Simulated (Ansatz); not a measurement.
# Pressure against volume: Li₂Se

```cif
data_structure
_symmetry_space_group_name_H-M 'Fm-3m'
_symmetry_Int_Tables_number 225
_cell_length_a 6.0050
_cell_length_b 6.0050
_cell_length_c 6.0050
_cell_angle_alpha 90.000
_cell_angle_beta 90.000
_cell_angle_gamma 90.000
_cell_volume 216.54
loop_
_atom_site_label
_atom_site_type_symbol
_atom_site_symmetry_multiplicity
_atom_site_Wyckoff_symbol
_atom_site_fract_x
_atom_site_fract_y
_atom_site_fract_z
_atom_site_occupancy
Li1 Li 8 c 0.25000 0.75000 0.75000 1
Se1 Se 4 a 0.00000 0.00000 0.00000 1
```

The runs use the primitive cell with vectors (0.000, 3.002, 3.002), (3.002, 0.000, 3.002), (3.002, 3.002, 0.000) Å, to which the k mesh refers.

The cell comes from COD entry 1011373, which wasn't checked; take it as a given geometry.

All numbers are computed: DFT, LDA, all-electron LAPW, scalar-relativistic (Ansatz 0.2.0); DFT, LDA, PAW with Ansatz's default frozen-core files, scalar-relativistic (Ansatz 0.2.0).

For LAPW: a Γ-centred 9×9×9 k mesh, Fermi–Dirac smearing of 0.03 eV, basis error target 1 meV/atom, no spin polarisation. PAW takes a cutoff of 420 eV at this cell (files made with PBE, cores remade for this functional). The Ansatz runs share mesh, smearing and spin set-up. Plane-wave (PAW) pressures include the program's estimate of the Pulay term.

The cell above is scaled evenly, with fractional coordinates and shape held.

```csv
V/V(cell),V (Å³/atom),"P, LAPW (GPa)","P, PAW (GPa)","gap on the k mesh, LAPW (eV)","free energy over the lowest listed, PAW (meV/atom)"
0.9400,16.962,-0.60,-0.63,2.85,0.0
0.9600,17.323,-1.33,-1.36,2.86,2.3
0.9800,17.684,-1.99,-2.01,2.88,6.1
0.9900,17.865,-2.29,-2.31,2.89,8.5
1.0000,18.045,-2.58,-2.60,2.89,11.3
1.0100,18.225,?,?,?,?
1.0200,18.406,-3.11,-3.13,2.91,17.7
1.0400,18.767,-3.59,-3.61,2.92,25.3
1.0600,19.128,-4.02,-4.03,2.93,33.9
```

Task: Fill in the row V/V(cell) = 1.0100.

Result: P, LAPW (GPa) = -2.85, P, PAW (GPa) = -2.87, gap on the k mesh, LAPW (eV) = 2.90, free energy over the lowest listed, PAW (meV/atom) = 14.3.
